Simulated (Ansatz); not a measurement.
Starting structure of a cell relaxation (symmetry kept):

Space group F-43m (No. 216). a = 5.728 Å, b = 5.728 Å, c = 5.728 Å, α = 90.00°, β = 90.00°, γ = 90.00°
```
atom site symmetry x y z
  Al    4a      -43m  0.0000  0.0000  0.0000
  As    4d      -43m  0.2500  0.2500  0.7500
```

Theory: DFT PBEsol, scalar-relativistic, plane waves, PAW in Ansatz 0.2.0.

Settings: cutoff 420 eV, Γ-centred mesh 8×8×8 on the computed 2-atom cell, Gaussian smearing of 0.02 eV; no spin polarisation.

Problem. What does it relax to?

Solution. The volume goes down by 0.65 Å³/atom to 22.84 Å³/atom, and the energy falls by 3.9 meV/atom. Final structure:
```
CELL_PARAMETERS angstrom
0.00000 2.83731 2.83731
2.83731 0.00000 2.83731
2.83731 2.83731 0.00000
ATOMIC_POSITIONS crystal
Al 0.00000 0.00000 0.00000
As 0.25000 0.25000 0.25000
```

Course of the relaxation (steps run on the plane waves of an earlier cell, and the basis is chosen afresh near the end, so energy and pressure can step there; trial steps that raised the energy were taken back; energies are free energies):

| step | E − E_final (meV/atom) | P (GPa) | V (Å³/atom) |
| --- | --- | --- | --- |
| 1 | 3.9 | -1.90 | 23.49 |
| 2 | -0.1 | -0.17 | 22.90 |
| 3 | -0.1 | 0.01 | 22.84 |
| 4 | 0.0 | 0.00 | 22.84 |

Cost: 1 run of about 0.15 core-minutes, on Intel Xeon Platinum 8259CL (Skylake/Cascade Lake) (shared hosts).